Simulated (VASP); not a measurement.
# MgS (strained zincblende): one r²SCAN single-point calculation in two programs

```yaml
crystal:
  lattice:
    - [0.00000, 2.83088, 2.74595]
    - [2.83088, 0.00000, 2.74595]
    - [2.83088, 2.83088, 0.00000]
  atoms:
    - { symbol: Mg, position: [0.00000, 0.00000, 0.00000] }
    - { symbol: S, position: [0.25000, 0.25000, 0.25000] }
```

Datasets and cutoffs are each program's own. VASP's cell holds 8 valence electrons and Ansatz's 16. Ansatz's stress includes a Pulay correction; VASP's doesn't.

Cutoffs: 520 eV in VASP, 500 eV in Ansatz. k meshes: 8×8×8 and 8×8×8.

|  | VASP | Ansatz |
| --- | --- | --- |
| gap between bands v and c | 4.20 eV | 4.19 eV |
| least direct gap | 4.24 eV | 4.25 eV |
| pressure | 1.6 GPa | 1.9 GPa |

Band v is the last that the valence electrons fill when counted band by band, and c is the next. Levels in eV from the top of v, Ansatz:

| point | v−1 | v | c | c+1 |
| --- | --- | --- | --- | --- |
| Γ | -0.08 | 0.00 | 4.25 | 8.60 |
| X | -1.24 | -1.24 | 4.19 | 6.09 |
| K | -2.01 | -0.85 | 5.31 | 7.72 |
| L | -0.47 | -0.31 | 5.85 | 8.03 |
| W | -1.98 | -1.43 | 5.88 | 8.61 |

VASP:

```
point    v−1      v     c   c+1
    Γ  -0.08   0.00  4.24  8.62
    X  -1.24  -1.24  4.20  6.09
    K  -2.01  -0.86  5.31  7.73
    L  -0.47  -0.32  5.84  8.05
    W  -1.98  -1.44  5.89  8.62
```
